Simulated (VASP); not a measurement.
Wanted: the native input for a VASP 6.6.1 run.

```
Task                   : single point
Functional             : PBE
Potentials or basis    : VASP PAW PBE potentials, release 64 (Re)
Cutoff                 : 520 eV
k mesh                 : 10 × 10 × 10
Occupations            : gaussian, width 0.15 eV
Spin                   : no spin polarisation
Dipole correction      : no
Further INCAR settings : ALGO = Normal; EDIFF = 1e-06; NBANDS = 10
```

The structure of Re lies in POSCAR:

```
Re
1.0
    0.0000000000      1.8693667606      2.1815510097
    1.8693667606      0.0000000000      2.1815510097
    1.8693667606      1.8693667606      0.0000000000
Re
1
Direct
    0.0000000000      0.0000000000      0.0000000000
```

This isn't the form of Re at room conditions, which is hcp.

The cell isn't the ideal one: volume 15.247 Å^3 an atom, c/a of the conventional cell 1.1670.

These files were run (other wordings do the same):

INCAR

```
SYSTEM = Re
ALGO = Normal
EDIFF = 1E-6
ENCUT = 520
GGA = PE
ISIF = 2
ISMEAR = 0
LASPH = .True.
LCHARG = .True.
LELF = .True.
LREAL = .False.
LVHAR = .True.
LWAVE = .False.
NBANDS = 10
NELM = 80
PREC = Accurate
SIGMA = 0.15
```

KPOINTS

```
k-points
0
Gamma
  10 10 10
  0 0 0
```

Potentials or basis: VASP PAW PBE potentials, release 64 (Re).

Command:

```console
$ cat potpaw_PBE.64/Re/POTCAR > POTCAR
$ mpirun -np 1 vasp_std > vasp.out
```

Results of the run:

```yaml
Pressure: -2.7 GPa
Band_gap_on_the_k_mesh: none (metal or under the smearing width)
```

Run time: 7.8 s on 1 thread of Intel(R) Xeon(R) Platinum 8488C (Sapphire Rapids) (shared host), peak memory 0.14 GiB.
